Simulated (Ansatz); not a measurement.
Frontier orbitals of acetic acid, C2H4O2.

| atom | x (Å) | y (Å) | z (Å) |
| --- | --- | --- | --- |
| C1 | -0.684 | -0.594 | -0.318 |
| C2 | 0.278 | 0.264 | 0.440 |
| O3 | 0.324 | 0.388 | 1.633 |
| O4 | 1.122 | 0.910 | -0.386 |
| H5 | -1.261 | 0.021 | -1.010 |
| H6 | -0.136 | -1.326 | -0.914 |
| H7 | -1.348 | -1.100 | 0.378 |
| H8 | 1.706 | 1.438 | 0.177 |

Charge 0, multiplicity 1. The structure was optimised at the PBE0-D4/def2-TZVP level. It is one conformer, not always the lowest. Basis def2-TZVPP, Ansatz.

```csv
functional,HOMO (eV),LUMO (eV),gap (eV)
PBE,-6.43,-0.91,5.52
BLYP,-6.36,-0.83,5.53
B97M-V,-6.89,-0.49,6.40
PBE0,-8.12,0.25,8.37
CAM-B3LYP,-9.64,1.45,11.09
LC-ωPBE,-10.96,2.74,13.70
ωB97X-V,-10.62,2.67,13.29
ωB97M-V,-10.57,2.44,13.01
```

(1) What is the vertical ionisation energy at frozen-core CCSD(T)/CBS(def2)? (Estimate.)

## Answers

(1) Computed: 11.00 eV (T1 of the cation 0.025).

Against PBE, PBE0 changes HOMO and LUMO by −1.69 and +1.17 eV, ωB97M-V by −4.14 and +3.36 eV. A gap of 5.52 eV thus becomes 13.02 eV for the same molecule, so an orbital gap means little without its functional. A positive LUMO is unbound and depends on the basis. −ε(HOMO) differs from that ionisation energy by −4.57 eV with PBE and −0.43 eV with ωB97M-V.

LC-ωPBE has ω = 0.4 bohr⁻¹.
